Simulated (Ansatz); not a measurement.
## Which way does SiO2 + TiS2 ⇌ SiS2 + TiO2 run?

Plane-wave DFT in Ansatz with scalar-relativistic PAW potentials, cutoff 420 eV, Γ-centred meshes chosen by cell and gap, Gaussian smearing with energies taken to zero width. Every cell was relaxed (cell and atoms) in a run of its own, within the symmetry of its start. Functional: PBEsol.

Total energies hold large constants for each element; a whole number of eV per atom of each element is taken off below, which cancels in a balanced reaction.

| compound | lowest structure computed | structures tried | V (Å³/atom) | gap on mesh (eV) | E (eV per formula unit, common shift removed) |
| --- | --- | --- | --- | --- | --- |
| SiO2 | I-42d | 7 | 15.16 | 5.82 | -9.6235 |
| TiS2 | P-3m1 | 2 | 18.30 | 0.00 | -3.7470 |
| SiS2 | Ibam | 3 | 26.11 | 2.86 | -2.2704 |
| TiO2 | I4_1/amd | 5 | 11.31 | 2.15 | -9.8667 |

**Question.** Work out the reaction energy at 0 K.

**Answer.** ΔE = E(SiS2) + E(TiO2) − E(SiO2) − E(TiS2) = 1.233 eV, or 119 kJ per mole of reaction (206 meV/atom). The left side is lower: Si takes O and Ti takes S. Pauling's electronegativities (Ti 1.54, Si 1.9; O 3.44, S 2.58) would pair Ti with O, the most ionic bond; the result goes the other way, so matching of sizes, lattice energies or covalent bonding outweigh it. All four are computed as solids; where they are solids at ordinary conditions entropy changes little. A lower structure that wasn't tried would shift the value, and mixed crystals may lie lower than either side. This functional puts SiO2 lowest in I-42d, which isn't its usual phase at room temperature.

Each cell of SiS2, TiS2 holds layers, chains or molecules, and where no dispersion correction was added their binding is poorly described.